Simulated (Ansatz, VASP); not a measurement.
## Two plane-wave programs on SnO2

```xyz
3
Lattice="1.6171 0.9336 4.8006 -1.6171 0.9336 4.8006 0.0000 -1.8673 4.8006" Properties=species:S:1:pos:R:3 pbc="T T T"
Sn    0.0000    0.0000    7.2009
O     0.0000    0.0000   10.9861
O     0.0000    0.0000    3.4157
```

Measurements of this composition are mostly on another form, of space group No. 136.

Alike in both runs: functional BLYP; k mesh 10 × 10 × 10; occupations fermi-dirac, width 0.05 eV; no spin polarisation.

```csv
,VASP,Ansatz
version,VASP 6.6.1,Ansatz 0.2.0
potentials or method,"VASP PAW PBE potentials, release 64 (Sn_d, O)",Ansatz PAW
plane-wave cutoff (eV),520,420
valence electrons in the cell,26,26
task,single point,band structure
```

Ansatz gave:

- gap on the k mesh at the Fermi level (eV): 1.91
- least direct gap on the mesh (eV): 2.02
- pressure (GPa): 3.7
- largest component of the traceless stress (GPa): 2.50
- rms of the force components (eV/Å): 0.015

Q: Which values does VASP return?

A: gap on the k mesh at the Fermi level (eV): 1.91; least direct gap on the mesh (eV): 2.02; pressure (GPa): 4.4; largest component of the traceless stress (GPa): 3.03; rms of the force components (eV/Å): 0.044.

Atom by atom the forces differ by 0.029 eV/Å (rms over components). The functional is the same, so the differences come from potentials, cutoffs and numerics.

Caveats: spin-orbit coupling is left out, which moves the levels of the heavy elements; the PAW data sets were made with another functional, which shifts forces and pressure a little (VASP); the pressure holds a Pulay correction of +0.9 GPa for the finite cutoff (Ansatz); the PAW data sets come from PBE, with cores solved anew for the run's functional, which leaves a small shift of forces and pressure (Ansatz). Expect the measured gap to be larger: semilocal functionals such as BLYP lack the derivative discontinuity. A k mesh can miss the band edges.
